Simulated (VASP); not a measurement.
# Os (P6_3/mmc) in VASP: a series of runs, part 2 of 2

VASP 6.6.1. Earlier steps stand in the parts before.

### 3 Relaxation of cell and atoms, r2SCAN+rVV10

File INCAR:

```
SYSTEM = Os
PREC = Accurate
ENCUT = 600
EDIFF = 1E-7
ISMEAR = 0
SIGMA = 0.1
LREAL = .FALSE.
LASPH = .TRUE.
NELM = 80
ALGO = Normal
ISIF = 3
LWAVE = .FALSE.
LCHARG = .FALSE.
METAGGA = R2SCAN
LMIXTAU = .TRUE.
LUSE_VDW = .TRUE.
IVDW_NL = 2
BPARAM = 11.95
CPARAM = 0.0093
IBRION = 2
NSW = 90
EDIFFG = -0.005
```

File KPOINTS:

```
Automatic mesh
0
G
  18 18 10
  0 0 0
```

File POSCAR:

```
Os
1.0
    2.7461342300      0.0000000000      0.0000000000
   -1.3730671200      2.3782220100      0.0000000000
    0.0000000000      0.0000000000      4.3263142200
Os
2
Direct
    0.3333333300      0.6666666700      0.2500000000
    0.6666666700      0.3333333300      0.7500000000
```

Potentials or basis: VASP PAW PBE potentials, release 64 (Os).

Launch:

```sh
> cat potpaw_PBE.64/Os/POTCAR > POTCAR
> mpirun -np 1 vasp_std > vasp.out
```

OUTCAR:

```text
SYSTEM = Os
   PREC = Accurate
   ENCUT = 600
   EDIFF = 1E-7
   ISMEAR = 0
   LREAL = .FALSE.
   LASPH = .TRUE.
   NELM = 80
   ISIF = 3
   METAGGA = R2SCAN
   IVDW_NL = 2
   BPARAM = 11.95
   IBRION = 2
   NSW = 90
   EDIFFG = -0.005

 ion  position               nearest neighbor table
   1  0.333  0.667  0.250-   2 2.68   2 2.68   2 2.68   2 2.68   2 2.68   2 2.68
   2  0.667  0.333  0.750-   1 2.68   1 2.68   1 2.68   1 2.68   1 2.68   1 2.68

  LATTYP: Found a hexagonal cell.
 ALAT       =     2.7461342300
 C/A-ratio  =     1.5754197929

  Lattice vectors:

 A1 = (   2.7461342300,   0.0000000000,   0.0000000000)
 A2 = (  -1.3730671200,   2.3782220100,   0.0000000000)
 A3 = (   0.0000000000,   0.0000000000,   4.3263142200)

Analysis of symmetry for initial positions (statically):
=====================================================================
 Subroutine PRICEL returns:
 Original cell was already a primitive cell.

 Routine SETGRP: Setting up the symmetry group for a
 hexagonal supercell.

 Subroutine GETGRP returns: Found 24 space group operations
 (whereof 12 operations were pure point group operations)
 out of a pool of 24 trial point group operations.

The static configuration has the point symmetry D_3d.
 The point group associated with its full space group is D_6h.

Analysis of symmetry for dynamics (positions and initial velocities):
=====================================================================
 Subroutine PRICEL returns:
 Original cell was already a primitive cell.

 Routine SETGRP: Setting up the symmetry group for a
 hexagonal supercell.

 Subroutine GETGRP returns: Found 24 space group operations
 (whereof 12 operations were pure point group operations)
 out of a pool of 24 trial point group operations.

[... 144 lines left out ...]

 number of electron      16.0000001 magnetization

 Free energy of the ion-electron system (eV)
  ---------------------------------------------------
  ext. energy  EPLUGINS =         0.00000000
  ---------------------------------------------------
  free energy    TOTEN  =      -105.78922018 eV

  energy without entropy =     -105.78162932  energy(sigma->0) =     -105.78542475

------------------------ aborting loop because EDIFF is reached ----------------------------------------

  FORCE on cell =-STRESS in cart. coord.  units (eV):
  Direction    XX          YY          ZZ          XY          YZ          ZX
  --------------------------------------------------------------------------------------
  -------------------------------------------------------------------------------------
  Total       -0.7708345     -0.7708345     -0.5294618      0.0000000      0.0000000      0.0000000
  in kB      -43.7098701    -43.7098702    -30.0229231      0.0000001      0.0000000      0.0000000
  external PRESSURE =     -39.1475545 kB  Pullay stress =       0.0000000 kB
[... 167 lines left out ...]
--------------------------------------- Ionic step        6  -------------------------------------------

 number of electron      16.0000001 magnetization

 Free energy of the ion-electron system (eV)
  ---------------------------------------------------
  ext. energy  EPLUGINS =         0.00000000
  ---------------------------------------------------
  free energy    TOTEN  =      -105.79267633 eV

  energy without entropy =     -105.78538319  energy(sigma->0) =     -105.78902976

 E-fermi :   9.2529     XC(G=0): -15.4025

 val. band max:        9.2429492040   @ k =   0.2222   0.0556   0.3000
 cond. band min:       9.2586054610   @ k =   0.2778   0.0000   0.1000
 fundamental gap:      0.0156562570
 Fermi energy:         9.2528606564

 k-point     1 :       0.0000    0.0000    0.0000
  band No.  band energies     occupation
      1      -2.1963      2.00000
      2       1.1097      2.00000
      3       6.0786      2.00000
      4       6.0786      2.00000
      5       6.3451      2.00000
      6       6.9466      2.00000
      7       6.9466      2.00000
      8       7.6158      2.00000
      9       7.6158      2.00000
     10       9.2354      1.19550
     11      11.0042      0.00000
     12      11.0042      0.00000
[... 331 lines left out ...]
 k-point    24 :       0.3889    0.1111    0.0000
  band No.  band energies     occupation
      1       2.1302      2.00000
      2       2.2446      2.00000
      3       2.6060      2.00000
      4       5.4776      2.00000
      5       5.5566      2.00000
      6       6.4862      2.00000
      7       7.2431      2.00000
      8      10.8997      0.00000
      9      11.3504      0.00000
     10      11.8354      0.00000
     11      13.3212      0.00000
     12      16.5184      0.00000

 [... further k-points ...]

------------------------ aborting loop because EDIFF is reached ----------------------------------------

  FORCE on cell =-STRESS in cart. coord.  units (eV):
  Direction    XX          YY          ZZ          XY          YZ          ZX
  --------------------------------------------------------------------------------------
  -------------------------------------------------------------------------------------
  Total        0.0060117      0.0060117      0.0065751     -0.0000000      0.0000000      0.0000000
  in kB        0.3440540      0.3440541      0.3762991     -0.0000000      0.0000000      0.0000000
  external PRESSURE =       0.3548024 kB  Pullay stress =       0.0000000 kB
[... 17 lines left out ...]
  FREE ENERGIE OF THE ION-ELECTRON SYSTEM (eV)
  ---------------------------------------------------
  free  energy   TOTEN  =      -105.7926763313 eV

  energy  without entropy=     -105.7853831895  energy(sigma->0) =     -105.78902976

 reached required accuracy - stopping structural energy minimisation
```

OSZICAR:

```text
N       E                     dE             d eps       ncg     rms          rms(c)
DAV:   1     0.426708813000E+02    0.42671E+02   -0.87276E+03  5328   0.150E+03
DAV:   2    -0.988745031111E+02   -0.14155E+03   -0.12857E+03  5520   0.439E+02
[... 67 lines left out ...]
DAV:   4    -0.105792671798E+03   -0.92890E-05   -0.11531E-05  5760   0.340E-02    0.382E-03
DAV:   5    -0.105792670893E+03    0.90502E-06   -0.67831E-06  5624   0.338E-02    0.312E-03
DAV:   6    -0.105792676090E+03   -0.51972E-05   -0.89639E-07  5576   0.128E-02    0.674E-04
DAV:   7    -0.105792676202E+03   -0.11200E-06   -0.14993E-07  3200   0.399E-03    0.490E-04
DAV:   8    -0.105792676370E+03   -0.16768E-06   -0.20378E-08  2684   0.158E-03    0.667E-05
DAV:   9    -0.105792676331E+03    0.38337E-07   -0.25370E-09  2680   0.714E-04
   6 F= -.10579268E+03 E0= -.10578903E+03  d E =-.116533E-03
```

CONTCAR:

```text
Os
   1.00000000000000
     2.7350237441668632    0.0000000000233311   -0.0000000000000000
    -1.3675118770429966    2.3686000469524435    0.0000000000000000
     0.0000000000000000    0.0000000000000000    4.3214506947868196
  Os
     2
Direct
     0.3333333300000021    0.6666666699999979    0.2500000000000000
     0.6666666699999979    0.3333333300000021    0.7500000000000000

  0.00000000E+00  0.00000000E+00  0.00000000E+00
  0.00000000E+00  0.00000000E+00  0.00000000E+00
```

Run time: 9.4 min. Hardware: 1 thread of Intel Xeon 6975P-C (Granite Rapids), shared host; peak memory 0.34 GiB.

What came out:

* Free energy: -105.7927 eV
* Relaxed volume: 14.00 Å³/atom
* Relaxed cell: a = 2.735 Å, b = 2.735 Å, c = 4.321 Å, α = 90.00°, β = 90.00°, γ = 120.00°
* Space group after relaxing (to 0.05 Å): P6_3/mmc (No. 194)
* Energy gained by relaxing: 1.7 meV/atom
* Ionic steps: 6
* Pressure after relaxing: 0.0 GPa
* Band gap on the k mesh: none (metal or under the smearing width)

The path:
```
step  energy change (eV)  largest force (eV/Å)  pressure (GPa)  volume (Å³)
   1              0.0000                0.0000           -3.91        28.25
   2              0.0647                0.0000           20.14        26.87
   3             -0.0033                0.0000            0.03        28.00
   4             -0.0033                0.0000            0.12        27.99
   5             -0.0033                0.0000           -0.05        28.00
   6             -0.0035                0.0000            0.04        28.00
```

Final structure:
```
Os
1.0
     2.73502    0.00000    0.00000
    -1.36751    2.36860    0.00000
     0.00000    0.00000    4.32145
Os
2
Direct
  0.33333 0.66667 0.25000
  0.66667 0.33333 0.75000
```

Levels at points of the mesh, in eV from the Fermi level:
| k point | band 6 | band 7 | band 8 | band 9 | band 10 | band 11 |
| --- | --- | --- | --- | --- | --- | --- |
| (0.00, 0.00, 0.00) | -2.31 | -2.31 | -1.64 | -1.64 | -0.02 | 1.75 |
| (0.50, 0.00, 0.00) | -2.71 | -1.96 | 2.11 | 2.69 | 2.80 | 4.59 |
| (0.00, 0.00, 0.50) | -3.38 | -3.38 | -3.38 | 0.92 | 0.92 | 0.92 |
| (0.50, 0.00, 0.50) | -1.27 | -0.20 | -0.20 | 2.46 | 2.46 | 3.42 |

Caveat: the PAW data sets were made with another functional, which shifts forces and pressure a little. The run has no spin-orbit coupling, so splittings on Os are missing.
